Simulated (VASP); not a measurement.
# KTaO₃: forms and broadenings of the independent-particle spectrum

KTaO₃, Pm-3m (no. 221), 5 atoms in the cell. PBE, independent-particle dielectric function; PAW potentials Ta_pv, K_sv, O (PBE set).

## Input

INCAR.step1:
```
SYSTEM = KTaO3
PREC = Accurate
ENCUT = 460
ISMEAR = 0
SIGMA = 0.02
EDIFF = 1E-8
LASPH = .TRUE.
KPAR = 4
LWAVE = .FALSE.
LCHARG = .FALSE.
LEPSILON = .TRUE.
```

INCAR.step2, as INCAR.step1 but for:
```
- LWAVE = .FALSE.
- LEPSILON = .TRUE.
+ LWAVE = .TRUE.
+ NBANDS = 75
```

INCAR.step3:
```
SYSTEM = KTaO3
PREC = Accurate
ENCUT = 460
ISMEAR = 0
SIGMA = 0.02
EDIFF = 1E-7
LASPH = .TRUE.
KPAR = 4
LWAVE = .FALSE.
LCHARG = .FALSE.
LOPTICS = .TRUE.
NBANDS = 75
NEDOS = 2000
CSHIFT = 0.1
ALGO = None
NELM = 1
ISTART = 1
```

INCAR.step4, as INCAR.step3 but for:
```
+ LNABLA = .TRUE.
```

INCAR.step5, as INCAR.step4 but for:
```
- LNABLA = .TRUE.
+ LPEAD = .TRUE.
+ IPEAD = 3
```

INCAR.step6, as INCAR.step5 but for:
```
- IPEAD = 3
+ IPEAD = 1
```

INCAR.step7 changes the same tag again: IPEAD = 4.

INCAR.step8, as INCAR.step7 but for:
```
- CSHIFT = 0.1
- LPEAD = .TRUE.
- IPEAD = 4
+ CSHIFT = 0.03
```

INCAR.step9, as INCAR.step8 but for:
```
- CSHIFT = 0.03
+ CSHIFT = 0.3
```

INCAR.step10 changes the same tag again: CSHIFT = 0.05.

INCAR.step11, as INCAR.step10 but for:
```
- ISMEAR = 0
- CSHIFT = 0.05
+ ISMEAR = -5
+ CSHIFT = 0.1
```

INCAR.step12, as INCAR.step11 but for:
```
- ISMEAR = -5
- SIGMA = 0.02
+ ISMEAR = 0
+ SIGMA = 0.2
```

INCAR.step13, as INCAR.step12 but for:
```
- SIGMA = 0.2
+ SIGMA = 0.02
+ OMEGAMAX = 12
```

INCAR.step14, as INCAR.step13 but for:
```
- OMEGAMAX = 12
+ OMEGAMAX = 60
```

KPOINTS:
```
k-points
0
Gamma
  8 8 8
```

POSCAR:
```
KTaO3
1.0
    3.9883000000      0.0000000000      0.0000000000
    0.0000000000      3.9883000000      0.0000000000
    0.0000000000      0.0000000000      3.9883000000
Ta K O
1 1 3
Direct
    0.0000000000      0.0000000000      0.0000000000
    0.5000000000      0.5000000000      0.5000000000
    0.0000000000      0.0000000000      0.5000000000
    0.0000000000      0.5000000000      0.0000000000
    0.5000000000      0.0000000000      0.0000000000
```

Commands (each step's output is kept before the next begins):
```
cat potpaw_PBE.64/Ta_pv/POTCAR potpaw_PBE.64/K_sv/POTCAR potpaw_PBE.64/O/POTCAR > POTCAR
cp INCAR.step1 INCAR
mpirun -np 4 vasp_std > vasp.out
rm WAVECAR CHG
cp INCAR.step2 INCAR
mpirun -np 4 vasp_std > vasp.out
cp INCAR.step3 INCAR
mpirun -np 4 vasp_std > vasp.out
cp INCAR.step4 INCAR
mpirun -np 4 vasp_std > vasp.out
cp INCAR.step5 INCAR
mpirun -np 4 vasp_std > vasp.out
cp INCAR.step6 INCAR
mpirun -np 4 vasp_std > vasp.out
cp INCAR.step7 INCAR
mpirun -np 4 vasp_std > vasp.out
cp INCAR.step8 INCAR
mpirun -np 4 vasp_std > vasp.out
cp INCAR.step9 INCAR
mpirun -np 4 vasp_std > vasp.out
cp INCAR.step10 INCAR
mpirun -np 4 vasp_std > vasp.out
cp INCAR.step11 INCAR
mpirun -np 4 vasp_std > vasp.out
cp INCAR.step12 INCAR
mpirun -np 4 vasp_std > vasp.out
cp INCAR.step13 INCAR
mpirun -np 4 vasp_std > vasp.out
cp INCAR.step14 INCAR
mpirun -np 4 vasp_std > vasp.out
```

## Result

- Direct gap on the mesh (eV): 2.80
- Gap on the mesh (eV): 2.18
- Bands: 75

One ground state, settings moved in the last step alone:

| Settings | ε at zero frequency | Mean energy of the absorption, weighted by Im ε (eV) | Time (s) |
|---|---|---|---|
| longitudinal form, CSHIFT 0.1 | 5.51 | 9.40 | 5 |
| transversal form (LNABLA) | 4.87 | 9.68 | 5 |
| finite differences (LPEAD), order 3 | 5.49 | 9.41 | 14 |
| finite differences (LPEAD), order 1 | 5.29 | 9.56 | 8 |
| finite differences (LPEAD), order 4 | 5.49 | 9.40 | 16 |
| CSHIFT 0.03 | 5.51 | 9.40 | 8 |
| CSHIFT 0.3 | 5.49 | 9.49 | 5 |
| CSHIFT 0.05 | 5.51 | 9.37 | 5 |
| tetrahedron method | 5.41 | 9.49 | 8 |
| SIGMA 0.2 | 5.51 | 9.40 | 5 |
| OMEGAMAX 12, which cuts the spectrum short | 4.49 | – | 4 |
| OMEGAMAX 60 | 5.50 | 9.39 | 4 |

The mean energy covers the spectrum up to 20 eV.

On the same mesh, density-functional perturbation theory with local fields gives ε = 5.41.

Limits: Spin-orbit coupling is left out, which can matter with atoms this heavy.

VASP 6.6.1 took 376 s on 4 cores (Intel Xeon Platinum 8259CL @ 2.50GHz (Skylake/Cascade Lake)), a shared host.
